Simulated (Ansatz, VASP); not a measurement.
## Two plane-wave programs on SnO2 (Cassiterite)

The input INCAR:

```
SYSTEM = SnO2
ALGO     = Normal         ! electronic algorithm
EDIFF    = 1E-7           ! SCF threshold, eV
EDIFFG   = -0.01          ! ionic threshold
ENCUT    = 600            ! plane-wave cutoff, eV
GGA      = PE             ! functional
IBRION   = 2              ! ionic algorithm
ISIF     = 3              ! what is computed and relaxed
ISMEAR   = -1             ! smearing method
LASPH    = .True.         ! aspherical terms in the spheres
LCHARG   = .False.        ! write CHGCAR
LREAL    = .False.        ! projectors in reciprocal space
LWAVE    = .False.        ! write WAVECAR
NELM     = 80             ! most SCF steps
NSW      = 60             ! ionic steps
PREC     = Accurate       ! precision mode
SIGMA    = 0.05           ! smearing width, eV
```

KPOINTS

```
k-points
0
Gamma
  6 6 8
  0 0 0
```

POSCAR

```
SnO2
1.0
    4.7380000000      0.0000000000      0.0000000000
    0.0000000000      4.7380000000      0.0000000000
    0.0000000000      0.0000000000      3.1865000000
Sn O
2 4
Direct
    0.5000000000      0.5000000000      0.5000000000
    0.0000000000      0.0000000000      0.0000000000
    0.8071000000      0.1929000000      0.5000000000
    0.6929000000      0.6929000000      0.0000000000
    0.1929000000      0.8071000000      0.5000000000
    0.3071000000      0.3071000000      0.0000000000
```

The input input.yaml:

```yaml
crystal:
  lattice:
    - [4.738, 0.0, 0.0]
    - [0.0, 4.738, 0.0]
    - [0.0, 0.0, 3.1865]
  atoms:
    - { symbol: Sn, position: [0.5, 0.5, 0.5] }
    - { symbol: Sn, position: [0.0, 0.0, 0.0] }
    - { symbol: O, position: [0.8071, 0.1929, 0.5] }
    - { symbol: O, position: [0.6929, 0.6929, 0.0] }
    - { symbol: O, position: [0.1929, 0.8071, 0.5] }
    - { symbol: O, position: [0.3071, 0.3071, 0.0] }
hamiltonian:
  xc: pbe
  pseudopotentials: { kind: paw }
kpoints:
  mp_grid: { grid: [6, 6, 8] }
scf:
  occupations: { method: fermi_dirac, width: 0.05 }
output:
  forces: true
  stress: true
  write_density: true
  write_potential: true
  elf: true
  volumetric_format: npy
relax:
  f_tol: 0.01
  max_steps: 40
  cell: { stress_tol: 0.05 }
```

Alike in both runs: task relaxation of cell and atoms; functional PBE; k mesh 6 × 6 × 8; occupations fermi-dirac, width 0.05 eV; no spin polarisation.

|  | VASP | Ansatz |
| --- | --- | --- |
| version | VASP 6.6.1 | Ansatz 0.2.0 |
| potentials or method | VASP PAW PBE potentials, release 64 (Sn_d, O) | Ansatz PAW |
| plane-wave cutoff (eV) | 600 | 420 |
| valence electrons in the cell | 52 | 52 |

VASP gave:

```
gap on the k mesh at the Fermi level, each at its own relaxed structure (eV) : 0.64
relaxed volume (Å³/atom)                                                     : 12.61
relaxed cell length with the largest relative difference (Å)                 : 3.243
energy change over the relaxation (meV/atom)                                 : -24
```

Problem. Which values does Ansatz return?

Solution. gap on the k mesh at the Fermi level, each at its own relaxed structure (eV): 0.68; relaxed volume (Å³/atom): 12.58; relaxed cell length with the largest relative difference (Å): 3.238; energy change over the relaxation (meV/atom): -22.

Caveats: spin-orbit coupling is left out, which moves the levels of the heavy elements; the plane-wave basis is chosen anew once the cell has moved, so the energies of steps on either side of that aren't comparable (Ansatz); the pressure holds a Pulay correction of +0.8 GPa for the finite cutoff (Ansatz). Zero-point motion and thermal expansion aren't in these numbers. As with any semilocal functional, this PBE gap is likely too small.
